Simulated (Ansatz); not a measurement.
BiTe: energy along a strain

BiTe, Fm-3m, a = 6.394 Å. The structure is a COD entry; whether it is the stable form wasn't checked. Ansatz: PBEsol, PAW, 420 eV, Γ-centred 16×16×16 mesh on 2 atoms, Gaussian smearing 0.15 eV; no spin polarisation. Cell vectors (Å): 0.000 3.197 3.197; 3.197 0.000 3.197; 3.197 3.197 0.000. The cell is strained by x per cent times the pattern (0 0 0 0 0 1) in the order xx yy zz yz xz xy (engineering shears), with fractional coordinates held. y is the free energy over the start, V0 = 32.681 Å³/atom. Symmetry makes y even in x.

```
x (%) y (meV/atom)
-6.00         -0.60
-3.00         -0.14
 0.00          0.00
 0.75             ?
 1.50         -0.04
 2.25         -0.08
 3.75         -0.22
 4.50         -0.33
 5.25         -0.45
```

Fit y = c2 x² + c4 x⁴ to the other rows, get the stiffness along the pattern, and predict the missing energy.

Least squares on the rows shown. y = −0.01541 x² − 3.486×10⁻⁵ x⁴. The clamped-ion stiffness p·C·p = 2 × -0.1541 eV × 160.2 / 32.681 Å³ = -1.5 GPa, which is C66 in these axes (C44 of the cubic crystal). At x = 0.75 the fit asked for gives -0.01 meV/atom. The run gave -0.01 meV/atom, the same to the digits shown.

Spin–orbit coupling is left out, which can shift energies with elements as heavy as these.